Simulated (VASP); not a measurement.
## Mg$_{2}$Si (antifluorite): one r²SCAN single-point calculation in two programs

```cif
data_structure
_symmetry_space_group_name_H-M 'P 1'
_symmetry_Int_Tables_number 1
_cell_length_a 4.4816
_cell_length_b 4.4816
_cell_length_c 4.4816
_cell_angle_alpha 60.000
_cell_angle_beta 60.000
_cell_angle_gamma 60.000
_cell_volume 63.65
loop_
_atom_site_label
_atom_site_type_symbol
_atom_site_fract_x
_atom_site_fract_y
_atom_site_fract_z
_atom_site_occupancy
Si1 Si 0.00000 0.00000 0.00000 1
Mg1 Mg 0.25000 0.25000 0.25000 1
Mg2 Mg 0.75000 0.75000 0.75000 1
```

Each program uses its own PAW datasets. VASP's cell holds 8 valence electrons and Ansatz's 24. Ansatz's stress includes a Pulay correction; VASP's doesn't.

Cutoffs: 520 eV in VASP, 500 eV in Ansatz. k meshes: 8×8×8 and 8×8×8.

```tsv
	VASP	Ansatz
gap between bands v and c	0.45 eV	0.45 eV
least direct gap	2.48 eV	2.48 eV
pressure	-0.3 GPa	0.0 GPa
```

Band v is the last that the valence electrons fill when counted band by band, and c is the next. Levels in eV from the top of v, Ansatz:

```csv
point,v−1,v,c,c+1
Γ,0.00,0.00,2.50,2.85
X,-2.04,-2.04,0.45,0.77
K,-3.53,-1.70,1.01,3.36
L,-0.74,-0.74,1.76,2.83
W,-3.69,-2.74,2.97,4.00
```

VASP:

```tsv
point	v−1	v	c	c+1
Γ	0.00	0.00	2.50	2.84
X	-2.04	-2.04	0.45	0.76
K	-3.54	-1.70	1.00	3.36
L	-0.74	-0.74	1.74	2.83
W	-3.69	-2.75	2.98	3.99
```
